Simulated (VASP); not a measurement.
# Vibrations of BN (Qingsongite): a test of the settings, part 2 of 2

Aim: test the modes of BN (Qingsongite) against the numerical settings. The starting structure is a measured crystal structure from the Crystallography Open Database.

VASP 6.6.1.

Results so far: reference T2 1067.2 cm⁻¹.

## 3. Modes with an 8×8×8 mesh

Level of this step: LDA; plane waves and PAW (N, B) (VASP).

Against step 2 the input has an 8×8×8 mesh.

Input file INCAR:

```
SYSTEM = BN
PREC = Accurate
ENCUT = 520
EDIFF = 1E-08
NELM = 100
ISMEAR = 0
SIGMA = 0.03
LREAL = .FALSE.
ALGO = Normal
GGA = CA
NBANDS = 10
LORBIT = 11
LWAVE = .FALSE.
LCHARG = .FALSE.
KPAR = 8
IBRION = 8
LEPSILON = .TRUE.
LPEAD = .TRUE.
ISIF = 2
```

Input file POSCAR:

```
BN
1.0
    0.0000000000      1.7917290351      1.7917290351
    1.7917290351      0.0000000000      1.7917290351
    1.7917290351      1.7917290351      0.0000000000
N B
1 1
Direct
    0.7500000000      0.7500000000      0.7500000000
    0.0000000000      0.0000000000      0.0000000000
```

Input file KPOINTS:

```
Automatic mesh
0
Gamma
8 8 8
0 0 0
```

Potentials, in the order of the species: N and B (LDA family, release 64).

The run is started by

```sh
$ mpirun -np 8 vasp_std
```

Log:

```text
[banner, memory and clock lines left out]
running    8 mpi-ranks, on    1 nodes
[...]
[... a notice as in an earlier step ...]

 LDA part: xc-table for (Slater(with rela. corr.)+CA(PZ))
 , standard interpolation
 POSCAR, INCAR and KPOINTS ok, starting setup
[...]
entering main loop
       N       E                     dE             d eps       ncg     rms          rms(c)
DAV:   1     0.558746243405E+01    0.55875E+01   -0.49606E+03   620   0.777E+02
DAV:   2    -0.201465360569E+02   -0.25734E+02   -0.25138E+02   692   0.153E+02
DAV:   3    -0.205929824977E+02   -0.44645E+00   -0.44554E+00   678   0.168E+01
DAV:   4    -0.205935280984E+02   -0.54560E-03   -0.54560E-03   630   0.688E-01
[...]
DAV:  11    -0.194136738587E+02   -0.47071E-06   -0.16342E-06   650   0.925E-03    0.604E-03
DAV:  12    -0.194136737962E+02    0.62569E-07   -0.46948E-07   644   0.426E-03    0.217E-04
DAV:  13    -0.194136737971E+02   -0.95940E-09   -0.73220E-09   366   0.864E-04
   1 F= -.19413674E+02 E0= -.19413674E+02  d E =-.976748E-20
[...]
RMM:  11    -0.227131345617E+00   -0.31551E-08    0.17769E-07  2207   0.111E-05    0.216E-08
 first order change of Fermi-energy   0.25251E-03
 force on displaced ion       1 direction 1 : -25.535  -0.000  -0.000
 Born effective charge ion    1 direction 1 :  -1.874   0.000   0.000
 Linear response progress:
  Degree of freedom:   2/  2
       N       E                     dE             d eps       ncg     rms          rms(c)
RMM:   1    -0.422647260530E-01   -0.42265E-01   -0.29030E-02  4750   0.134E+00
RMM:   2    -0.360885101456E-01    0.61762E-02    0.20361E-03  2905   0.241E-01    0.148E-01
RMM:   3    -0.362575639742E-01   -0.16905E-03    0.49664E-04  3006   0.784E-02    0.829E-02
RMM:   4    -0.365590149061E-01   -0.30145E-03    0.29628E-04  3016   0.892E-02    0.763E-03
[...]
RMM:   9    -0.365892216722E-01    0.54235E-07   -0.43564E-07  3179   0.119E-05    0.863E-07
RMM:  10    -0.365892157354E-01    0.59368E-08   -0.38398E-07  2180   0.492E-06    0.344E-07
RMM:  11    -0.365892203916E-01   -0.46562E-08   -0.44640E-07  1812   0.491E-06    0.131E-08
 first order change of Fermi-energy  -0.10802E-04
 force on displaced ion       2 direction 1 : -25.547  -0.000  -0.000
 Born effective charge ion    2 direction 1 :   1.873   0.000   0.000
 Born effective charges drift removed
 Linear response finished
```

Elapsed: 19 s, on 8 MPI ranks of AMD EPYC 7R43, shared host; peak memory 1.1 GiB; 2 min of CPU time.

OUTCAR, selected parts (step 3):

```text
  Total        0.0004199      0.0004199      0.0004199     -0.0000000     -0.0000000     -0.0000000
  in kB        0.0584804      0.0584804      0.0584804     -0.0000000     -0.0000000     -0.0000000
  external PRESSURE =       0.0584804 kB  Pullay stress =       0.0000000 kB

 POSITION                                       TOTAL-FORCE (eV/Angst)
 -----------------------------------------------------------------------------------
      2.68759      2.68759      2.68759         0.000000      0.000000     -0.000000
      0.00000      0.00000      0.00000        -0.000000     -0.000000      0.000000
 -----------------------------------------------------------------------------------
    total drift:                                0.000000      0.000000      0.000000

 MACROSCOPIC STATIC DIELECTRIC TENSOR (including local field effects in DFT)
 ------------------------------------------------------
           4.560280    -0.000000    -0.000000
           0.000000     4.560280     0.000000
          -0.000000    -0.000000     4.560280
 ------------------------------------------------------

 MACROSCOPIC STATIC DIELECTRIC TENSOR IONIC CONTRIBUTION
 ------------------------------------------------------
           2.162938    -0.000000     0.000000
          -0.000000     2.162938     0.000000
           0.000000     0.000000     2.162938
 ------------------------------------------------------

[... 1 part as in an earlier step ...]

[... 1 further part left out ...]
```

With an 8×8×8 mesh the mode is T2 1067.0 cm⁻¹, -0.2 cm⁻¹ from the reference.

## 4. Modes with a cutoff of 400 eV

Against step 2 the input has ENCUT = 400.

INCAR, as its differences from that of step 3:

```diff
@@ -2,3 +2,3 @@
 PREC = Accurate
-ENCUT = 520
+ENCUT = 400
 EDIFF = 1E-08
```

POSCAR is that of step 3.

Input file KPOINTS:

```
Automatic mesh
0
Gamma
14 14 14
0 0 0
```

The run is started by

```sh
$ mpirun -np 8 vasp_std
```

Log:

```text
[... set-up lines as in an earlier step ...]
 entering main loop
       N       E                     dE             d eps       ncg     rms          rms(c)
DAV:   1    -0.640409166649E+00   -0.64041E+00   -0.45759E+03  2290   0.655E+02
DAV:   2    -0.203464317058E+02   -0.19706E+02   -0.19341E+02  2448   0.130E+02
DAV:   3    -0.205753446669E+02   -0.22891E+00   -0.22865E+00  2436   0.117E+01
DAV:   4    -0.205755685142E+02   -0.22385E-03   -0.22384E-03  2236   0.435E-01
[...]
DAV:  11    -0.194132030962E+02   -0.48887E-06   -0.14960E-06  2290   0.872E-03    0.578E-03
DAV:  12    -0.194132030397E+02    0.56517E-07   -0.45647E-07  2300   0.410E-03    0.232E-04
DAV:  13    -0.194132030416E+02   -0.19121E-08   -0.72754E-09  1320   0.832E-04
   1 F= -.19413203E+02 E0= -.19413203E+02  d E =-.881110E-14
 Linear response reoptimize wavefunctions to high precision
DAV:   1    -0.194132030419E+02   -0.26455E-09   -0.15917E-10  1420   0.128E-04
DAV:   2    -0.194132030419E+02   -0.22624E-10   -0.39074E-12  1142   0.212E-05
 Linear response to external field (no local field effect), progress :
[...]
RMM:  11    -0.226743350611E+00   -0.68956E-10    0.18537E-07  8639   0.138E-05    0.230E-08
 first order change of Fermi-energy   0.15206E-03
 force on displaced ion       1 direction 1 : -25.633   0.000   0.000
 Born effective charge ion    1 direction 1 :  -1.874   0.000   0.000
 Linear response progress:
  Degree of freedom:   2/  2
       N       E                     dE             d eps       ncg     rms          rms(c)
RMM:   1    -0.420575685211E-01   -0.42058E-01   -0.26907E-02 21785   0.133E+00
RMM:   2    -0.362324144613E-01    0.58252E-02    0.58389E-04 13194   0.234E-01    0.147E-01
RMM:   3    -0.362905029887E-01   -0.58089E-04    0.16689E-04 13658   0.774E-02    0.826E-02
RMM:   4    -0.365865454430E-01   -0.29604E-03    0.32517E-05 13654   0.885E-02    0.758E-03
[...]
RMM:   9    -0.365904987795E-01    0.50420E-07   -0.22202E-06 14532   0.141E-05    0.873E-07
RMM:  10    -0.365904937227E-01    0.50568E-08   -0.21758E-06  9345   0.721E-06    0.318E-07
RMM:  11    -0.365904880160E-01    0.57067E-08   -0.21167E-06  7142   0.723E-06    0.124E-08
 first order change of Fermi-energy  -0.14383E-04
 force on displaced ion       2 direction 1 : -25.625   0.000   0.000
 Born effective charge ion    2 direction 1 :   1.874   0.000   0.000
 Born effective charges drift removed
 Linear response finished
```

Run time: 48 s. Hardware: 8 MPI ranks; peak memory 1.5 GiB; 5 min of CPU time.

OUTCAR, selected parts (step 4):

```text
  Total       -0.4617406     -0.4617406     -0.4617406     -0.0000000      0.0000000     -0.0000000
  in kB      -64.3075111    -64.3075111    -64.3075111     -0.0000000      0.0000000     -0.0000000
  external PRESSURE =     -64.3075111 kB  Pullay stress =       0.0000000 kB

 MACROSCOPIC STATIC DIELECTRIC TENSOR (including local field effects in DFT)
 ------------------------------------------------------
           4.568648     0.000000     0.000000
          -0.000000     4.568648    -0.000000
           0.000000     0.000000     4.568648
 ------------------------------------------------------

 MACROSCOPIC STATIC DIELECTRIC TENSOR IONIC CONTRIBUTION
 ------------------------------------------------------
           2.155137     0.000000     0.000000
           0.000000     2.155137    -0.000000
           0.000000    -0.000000     2.155137
 ------------------------------------------------------

[... 2 parts as in an earlier step ...]

[... 1 further part left out ...]
```

With a cutoff of 400 eV the mode is T2 1068.8 cm⁻¹, +1.6 cm⁻¹ from the reference.

## 5. Modes with a 20×20×20 mesh

Against step 2 the input has a 20×20×20 mesh.

INCAR, as its differences from that of step 4:

```diff
@@ -2,3 +2,3 @@
 PREC = Accurate
-ENCUT = 400
+ENCUT = 520
 EDIFF = 1E-08
```

POSCAR is that of step 4.

Input file KPOINTS:

```
Automatic mesh
0
Gamma
20 20 20
0 0 0
```

The run is started by

```sh
$ mpirun -np 8 vasp_std
```

Log:

```text
[... set-up lines as in an earlier step ...]
 entering main loop
       N       E                     dE             d eps       ncg     rms          rms(c)
DAV:   1     0.682466471636E+01    0.68247E+01   -0.50771E+03  5312   0.792E+02
DAV:   2    -0.201861522163E+02   -0.27011E+02   -0.26229E+02  6098   0.155E+02
DAV:   3    -0.205931450803E+02   -0.40699E+00   -0.40613E+00  6000   0.166E+01
DAV:   4    -0.205936049761E+02   -0.45990E-03   -0.45989E-03  5504   0.665E-01
[...]
DAV:  11    -0.194139320652E+02   -0.47174E-06   -0.17120E-06  5714   0.941E-03    0.612E-03
DAV:  12    -0.194139319986E+02    0.66578E-07   -0.48565E-07  5622   0.434E-03    0.227E-04
DAV:  13    -0.194139319997E+02   -0.10356E-08   -0.77547E-09  3246   0.890E-04
   1 F= -.19413932E+02 E0= -.19413932E+02  d E =-.274451E-17
 Linear response reoptimize wavefunctions to high precision
DAV:   1    -0.194139319998E+02   -0.79922E-10   -0.19352E-10  3490   0.160E-04
 Linear response to external field (no local field effect), progress :
  Direction:   1
[...]
RMM:  11    -0.227121127464E+00    0.15154E-08   -0.93315E-08 26650   0.719E-05    0.182E-08
 first order change of Fermi-energy   0.10541E-03
 force on displaced ion       1 direction 1 : -25.543   0.000   0.000
 Born effective charge ion    1 direction 1 :  -1.874   0.000   0.000
 Linear response progress:
  Degree of freedom:   2/  2
       N       E                     dE             d eps       ncg     rms          rms(c)
RMM:   1    -0.418308232915E-01   -0.41831E-01   -0.24836E-02 59865   0.134E+00
RMM:   2    -0.362908519175E-01    0.55400E-02   -0.83768E-05 35918   0.239E-01    0.148E-01
RMM:   3    -0.362925746462E-01   -0.17227E-05    0.32592E-05 37435   0.783E-02    0.829E-02
RMM:   4    -0.365828369660E-01   -0.29026E-03   -0.48616E-05 37433   0.892E-02    0.763E-03
[...]
RMM:   9    -0.365783859560E-01    0.51923E-07    0.10709E-06 39915   0.313E-05    0.864E-07
RMM:  10    -0.365783874647E-01   -0.15087E-08    0.10523E-06 26266   0.242E-05    0.339E-07
RMM:  11    -0.365783863973E-01    0.10675E-08    0.10666E-06 21776   0.242E-05    0.149E-08
 first order change of Fermi-energy  -0.24073E-05
 force on displaced ion       2 direction 1 : -25.554   0.000   0.000
 Born effective charge ion    2 direction 1 :   1.874   0.000   0.000
 Born effective charges drift removed
 Linear response finished
```

It took 2.7 min on 8 MPI ranks; peak memory 4.3 GiB; 17 min of CPU time.

From OUTCAR (step 5):

```text
  Total        0.0001167      0.0001167      0.0001167      0.0000000     -0.0000000     -0.0000000
  in kB        0.0162487      0.0162487      0.0162487      0.0000000     -0.0000000     -0.0000000
  external PRESSURE =       0.0162487 kB  Pullay stress =       0.0000000 kB

 MACROSCOPIC STATIC DIELECTRIC TENSOR (including local field effects in DFT)
 ------------------------------------------------------
           4.566007     0.000000    -0.000000
          -0.000000     4.566007     0.000000
          -0.000000     0.000000     4.566007
 ------------------------------------------------------

 MACROSCOPIC STATIC DIELECTRIC TENSOR IONIC CONTRIBUTION
 ------------------------------------------------------
           2.162175     0.000000     0.000000
           0.000000     2.162175    -0.000000
           0.000000    -0.000000     2.162175
 ------------------------------------------------------

[... 2 parts as in an earlier step ...]

[... 1 further part left out ...]
```

With a 20×20×20 mesh the mode is T2 1067.2 cm⁻¹, as with the reference.

## 6. Modes with finite displacements

Against step 2 the input has IBRION = 6, NFREE = 2, POTIM = 0.015, no LEPSILON and no LPEAD (also changed: NSW).

INCAR, as its differences from that of step 5:

```diff
@@ -15,5 +15,6 @@
 KPAR = 8
-IBRION = 8
-LEPSILON = .TRUE.
-LPEAD = .TRUE.
+IBRION = 6
+NFREE = 2
+POTIM = 0.015
+NSW = 1
 ISIF = 2
```

POSCAR is that of step 5.

Input file KPOINTS:

```
Automatic mesh
0
Gamma
14 14 14
0 0 0
```

The run is started by

```sh
$ mpirun -np 8 vasp_std
```

Log:

```text
[... set-up lines as in an earlier step ...]
 entering main loop
       N       E                     dE             d eps       ncg     rms          rms(c)
[... 13 cycles as in an earlier step ...]
   1 F= -.19413939E+02 E0= -.19413939E+02  d E =-.800194E-17
[...]
2 F= -.19411066E+02 E0= -.19411066E+02  d E =-.234386E-22
[...]
3 F= -.19411066E+02 E0= -.19411066E+02  d E =-.234765E-22
[...]
4 F= -.19411065E+02 E0= -.19411065E+02  d E =-.233954E-22
[...]
5 F= -.19411065E+02 E0= -.19411065E+02  d E =-.233141E-22
 Finite differences progress:
  Degree of freedom:   2/  2
  Displacement:        2/  2
  Total:               4/  4
```

Run time: 24 s. Hardware: 8 MPI ranks; peak memory 1.2 GiB.

Parts of OUTCAR (step 6):

```text
  Total        0.0033932      0.0062442      0.0062442      0.0000000      0.0426529      0.0000000
  in kB        0.4725738      0.8696454      0.8696454      0.0000000      5.9403548      0.0000000
  external PRESSURE =       0.7372882 kB  Pullay stress =       0.0000000 kB

 POSITION                                       TOTAL-FORCE (eV/Angst)
 -----------------------------------------------------------------------------------
      2.68759      2.68759      2.68759        -0.383135     -0.000000     -0.000000
     -0.01500      0.00000      0.00000         0.383135      0.000000      0.000000
 -----------------------------------------------------------------------------------
    total drift:                                0.000122      0.000001      0.000001

  FREE ENERGIE OF THE ION-ELECTRON SYSTEM (eV)
  ---------------------------------------------------
  free  energy   TOTEN  =       -19.4110646236 eV

  energy  without entropy=      -19.4110646236  energy(sigma->0) =      -19.41106462

[... 2 parts as in an earlier step ...]

[... 1 further part left out ...]
[key lines of the parts left out:]
E-fermi :   8.0481
```

The last energy, forces and stress in OUTCAR belong to the last displaced cell, not to that of POSCAR.

With finite displacements the mode is T2 1067.0 cm⁻¹, -0.2 cm⁻¹ from the reference.

## 7. Comparison

| run | T2 | method | core minutes |
| --- | --- | --- | --- |
| reference | 1067.2 | perturbation theory | 6.67 |
| an 8×8×8 mesh | 1067.0 | perturbation theory | 2.56 |
| a cutoff of 400 eV | 1068.8 | perturbation theory | 6.4 |
| a 20×20×20 mesh | 1067.2 | perturbation theory | 21.3 |
| finite displacements | 1067.0 | finite displacements | 3.2 |

Modes are in cm⁻¹, degenerate ones as one, matched between runs by symmetry and order. A number in brackets counts the listed modes of one symmetry from the lowest. The symmetry labels come from an automatic analysis and can be wrong where levels nearly coincide. Core minutes are wall time times ranks of the run shown, on a shared host.

## 8. Outcome

| Item | Value |
| --- | --- |
| T2, reference | 1067.2 cm⁻¹ |
| T2, an 8×8×8 mesh | 1067.0 cm⁻¹ |
| T2, a cutoff of 400 eV | 1068.8 cm⁻¹ |
| T2, a 20×20×20 mesh | 1067.2 cm⁻¹ |
| T2, finite displacements | 1067.0 cm⁻¹ |

What this shows: The largest change comes with a cutoff of 400 eV: +1.6 cm⁻¹ in T2. On finer settings the modes change by less than 0.1 cm⁻¹ with a 20×20×20 mesh. Other changes move the modes by more: +1.6 cm⁻¹ in T2 with a cutoff of 400 eV. The dielectric constants and Born charges in the logs aren't compared here; at a small gap they can be far off, and in a run without a gap they mean nothing. The frequencies are harmonic, and the splitting of polar modes by their long-range field is left out. Further runs on this material are not shown.

[Lines on the potential files, build, host, timing and source positions are cut from VASP's logs without a mark.]

[Logs are printed without paths, hosts, clocks, repeated set-up lines and the standing remarks that a program may print on its own settings, such as how far it seeks lower states.]

[Hosts, paths, dates, database ids (printed as entryN), source tags and the programs' standing remarks are cut or masked in the printed files.]
